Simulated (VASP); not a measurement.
BN, 6 atoms in the cell. The cell holds a slab with vacuum, 6 atoms: a = 2.498 Å, b = 2.498 Å, c = 24.636 Å, α = 90.00°, β = 90.00°, γ = 120.00°. 

```yaml
Program: VASP 6.6.1
Task: relaxation of cell and atoms
Functional: rev-vdW-DF2
Potentials_or_basis: VASP PAW PBE potentials, release 64 (B, N)
Cutoff: 600 eV
k_mesh: 15 × 15 × 1
Occupations: gaussian, width 0.03 eV
Spin: no spin polarisation
Further_INCAR_settings: ALGO = Normal; EDIFF = 1e-06; IBRION = 2; EDIFFG = -0.01; NSW = 90; ISIF = 3
```

Potentials or basis: VASP PAW PBE potentials, release 64 (B, N).

Launch:

```bash
$ cat potpaw_PBE.64/B/POTCAR potpaw_PBE.64/N/POTCAR > POTCAR
$ mpirun -np 2 vasp_std > vasp.out
```

Hardware: 2 MPI ranks on Intel(R) Xeon(R) 6975P-C (Granite Rapids), with other jobs on the host.

Q: How long does it take, and how much memory?

A: Wall time 7.4 min on 2 MPI ranks on Intel(R) Xeon(R) 6975P-C (Granite Rapids), with other jobs on the host, peak memory 0.67 GiB a rank. Counts: scf iterations 51, k points 27, ion steps 5.
